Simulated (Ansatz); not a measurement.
Input of an Ansatz 0.2.0 run:

input.yaml

```yaml
crystal:
  lattice:
    - [0.0, 3.0315, 3.0315]
    - [3.0315, 0.0, 3.0315]
    - [3.0315, 3.0315, 0.0]
  atoms:
    - { symbol: I, position: [0.0, 0.0, 0.0] }
    - { symbol: Cu, position: [0.75, 0.75, 0.75] }
kpoints:
  mp_grid: { grid: [8, 8, 8] }
  band_path:
    path:
      - [0.0, 0.0, 0.0]
      - [0.5, 0.0, 0.5]
      - [0.5, 0.25, 0.75]
      - [0.375, 0.375, 0.75]
      - [0.0, 0.0, 0.0]
      - [0.5, 0.5, 0.5]
      - [0.625, 0.25, 0.625]
      - [0.5, 0.25, 0.75]
    npoints: 8
scf:
  occupations: { method: fermi_dirac, width: 0.05 }
hamiltonian:
  xc: pbesol
  pseudopotentials:
    kind: all_electron
    lapw: { basis_error: 0.001 }
    relativity: none
output:
  forces: true
  stress: true
  eigenvalues: true
```

Potentials or basis: all-electron LAPW, non-relativistic.

Run with:

```bash
$ ansatz run input.yaml --threads 1 --pin off --max-ram 3072MiB --backend cpu --events-out ev --progress --plain --runs-dir out
```

(1) What does it give for the pressure?

(2) What does it give for the band gap along the path?

(3) Predict the band gap on the k mesh.

## Answers

(1) -1.8 GPa.

(2) 1.99 eV, direct.

(3) 1.99 eV, direct.

Caveat: relativity is left out, which matters for the heavier elements; spin-orbit coupling is left out, which moves the levels of the heavy elements.
